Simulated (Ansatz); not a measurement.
# HgSe: the change of pressure with volume per atom

All results are calculated (Ansatz 0.2.0). Periodic Kohn-Sham DFT of a crystal at fixed atoms; pressure and stress are positive in compression; the energy is the free energy less that of spherical unpolarised free atoms; site moments are those in the method's own spheres, positive along +z.

Cell of the first row (space group F-43m, No. 216):
```
CELL_PARAMETERS angstrom
0.00000 3.08850 3.08850
3.08850 0.00000 3.08850
3.08850 3.08850 0.00000
ATOMIC_POSITIONS crystal
Hg 0.00000 0.00000 0.00000
Se 0.25000 0.25000 0.25000
```

Settings of every row: method frozen-core PAW; functional PBE; relativity scalar; k mesh 11x11x11; filling fermi-dirac; smearing width 0.03 eV; wave cutoff 420 eV; paw set soft_2.

Atom start moment: 0 on all atoms.

Limits: no spin-orbit coupling on heavy atoms; the cell comes from a prototype or a list of computed structures and needn't be the stable phase.

```csv
row,volume per atom (Å³),pressure (GPa)
1,29.46,1.887
2,30.073,0.87
3,30.687,?
4,31.301,-0.83
5,31.915,-1.537
```

Question: what pressure should row 3 give?

Worked fit of pressure. Take u = (V_r/V)^(2/3) − 1 with V_r = 30.687 Å³ an atom, which is twice the finite (Eulerian) strain; such expansions in the strain, on which the Birch-Murnaghan equation of state is built, carry the rest volume and the bulk modulus. The shown rows have u = 0.02758, 0.01357, -0.01312, -0.02582. Least squares give pressure = −0.0321 + 63.718 × u + 211.7 × u² GPa; a straight line predicts inner rows, each left out in turn, worse (root mean square 0.087 against 0.004 GPa). The rows lie off it by 0.001, -0.002, 0.002, -0.001. The pressure vanishes at u = 0.0005, or V = 30.66 Å³ an atom, and there the bulk modulus at fixed shape and fractions is B = −V dP/dV = (2/3)(1 + u) dP/du = 42.6 GPa. The withheld row has u = 0, so the fit gives −0.0321 + 63.718 × (0) + 211.7 × (0)² = -0.032 GPa.

The calculation gave -0.031 GPa. The fit lies 0.001 GPa (3.2 % of the value, 0.029 % of the column's range) below it, one unit of the last digit.
